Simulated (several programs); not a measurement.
## Many methods on one cell: SrO (P6_3/mmc)

A 4-atom cell of SrO (P6_3/mmc) from a materials database, relaxed with r2SCAN in Ansatz, was computed with several methods. It is hexagonal, P6_3/mmc (No. 194); conventional cell a = 4.270 Å, c = 5.144 Å, 20.31 Å³ an atom. Around Sr lie 5 O at 2.47–2.57 Å; around O lie 5 Sr at 2.47–2.57 Å. Spin-unpolarised throughout; all numbers are computed.

```
CELL_PARAMETERS angstrom
4.27002 0.00000 0.00000
-2.13501 3.69795 0.00000
0.00000 0.00000 5.14447
ATOMIC_POSITIONS crystal
Sr 0.33333 0.66667 0.93750
Sr 0.66667 0.33333 0.43750
O 0.33333 0.66667 0.43750
O 0.66667 0.33333 0.93750
```

Gaps and times are for a single point on this cell; volume and bulk modulus come from each method's own relaxation or energy curve at fixed shape, which is too stiff where a cell has free coordinates or axes. Times are rough, from shared hosts (AMD EPYC 9R45 96-Core Processor; Arm Neoverse N1; Arm Neoverse V1), and each method has its own mesh and cell size. A dagger marks a closed or tiny gap in a crystal that DFT finds insulating: a failure of the method or a wrong SCF state. A double dagger marks a value from a curve with shape and coordinates held. PM6 (MOPAC), PM7 (MOPAC), GFN1-xTB (tblite), GFN2-xTB (tblite) treat a cluster of cells at its zone centre, which samples few k points: where these miss a band edge, the gap comes out too large for that reason alone. Gaps from k meshes are read at a limited set of points (mesh, symmetry points, PBE's band edges), so each method's own least gap may be somewhat smaller. xTB and the PM methods were fitted mostly to molecules, and can miss a solid's gap by electronvolts. Minimal bases can be far off for gaps. Times of the plane-wave ladder aren't listed, since it ran on unlike processors and cards. GLLB-SC's gap includes the derivative discontinuity. d marks a direct gap, i an indirect one (no mark: not told apart), a dash a value that wasn't computed or didn't pass its checks.

```csv
method,kind,gap (eV),own volume (Å³/atom),bulk modulus (GPa),atoms computed,processor time
PBEsol,semilocal,–,19.85,–,4,–
light PBE (260 eV and a coarse mesh),light plane-wave,2.62 d,–,–,4,2 s
LDA,semilocal,2.47 d,19.19,–,4,–
PM7 (MOPAC),semi-empirical,8.28,–,–,cluster,4.6 s
PM6 (MOPAC),semi-empirical,6.83,–,–,cluster,5.2 s
GFN1-xTB (tblite),tight binding,4.54,–,–,cluster,11 s
GFN2-xTB (tblite),tight binding,0.08†,–,–,cluster,13 s
PBE,semilocal,2.66 d,20.65,69‡,4,–
PBE/SZV (CP2K),small basis,0.02 i,–,–,4,19 s
PBE/DZVP (CP2K),small basis,2.64 d,20.88‡,70‡,4,35 s
r2SCAN,semilocal,3.03 d,20.31,75‡,4,–
PBE0,hybrid,4.70 d,–,–,4,–
HSE06,hybrid,4.00 d,20.22,–,4,–
PBE+SOC,semilocal,2.66 d,–,–,4,–
LC-ωPBE,hybrid,9.05 d,–,–,4,–
GLLB-SC (GPAW),model potential,6.04,–,–,4,93 s
DDH-PBE0,hybrid,5.11 d,–,–,4,–
r2SCANh,hybrid,3.77 d,–,–,4,–
HSE06+SOC,hybrid,4.00 d,–,–,4,–
```

Against HSE06 (4.00 eV) and with closed or daggered gaps left aside, the nearest gap at the points sampled is that of HSE06+SOC (0.00 eV) and the farthest that of LC-ωPBE (+5.05 eV). HSE06 is only a yardstick of convenience: for gaps this wide it usually falls short of measured ones, so a larger value can be the better one.

Volumes against r2SCAN's: PBEsol -2.3 %, LDA -5.5 %, PBE +1.7 %, HSE06 -0.4 %.

Runs without a result: PBE/single zeta (GPAW) (single point, out of time).

Only the rows marked +SOC include spin-orbit coupling.
